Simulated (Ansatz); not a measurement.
## SiNi3 under changes of volume

One of the cells (11.109 Å³/atom); the others are scaled copies at fixed shape and fractional positions:

```
CELL_PARAMETERS angstrom
3.54200 0.00000 0.00000
0.00000 3.54200 0.00000
0.00000 0.00000 3.54200
ATOMIC_POSITIONS crystal
Ni 0.50000 0.50000 0.00000
Ni 0.50000 0.00000 0.50000
Ni 0.00000 0.50000 0.50000
Si 0.00000 0.00000 0.00000
```

```yaml
Program: Ansatz 0.2.0
Functional: r2SCAN
Potentials_or_basis: Ansatz PAW
Cutoff: "500 eV (not typed: the program's choice for these potentials)"
k_mesh: 8 × 8 × 8
Occupations: fermi-dirac, width 0.05 eV
Spin: collinear spin, ferromagnetic start
Starting_moments: "[1.0, 1.0, 1.0, 0.0] μB"
```

```tsv
volume (Å³/atom)	energy over the lowest point (meV/atom)	pressure (GPa)
10.443	0.00	-1.0
10.665	4.78	-5.7
10.887	15.68	-9.9
11.109	32.00	-13.6
11.331	53.13	-16.8
11.554	?	?
11.776	107.49	-22.1
```

Q: What does the run at 11.554 Å³/atom give?

A: Energy over the lowest point 78.47 meV/atom; pressure -19.6 GPa.

Worked out: A Birch-Murnaghan fit of order 3 (a polynomial in V^(-2/3)) to the other rows has its minimum at 10.40 Å³/atom, just outside them, with B0 = V·E''(V) = 242 GPa and B' = 5.0. It gives 78.52 meV/atom at 11.554 Å³/atom, against the run's 78.47, and -dE/dV = -19.6 GPa, against -19.6.

Energies are extrapolated to zero smearing.

Caveats: the magnetic or orbital state may not be the lowest; the PAW data sets come from PBE, with cores solved anew for the run's functional, which leaves a small shift of forces and pressure; the starting moments weren't kept.
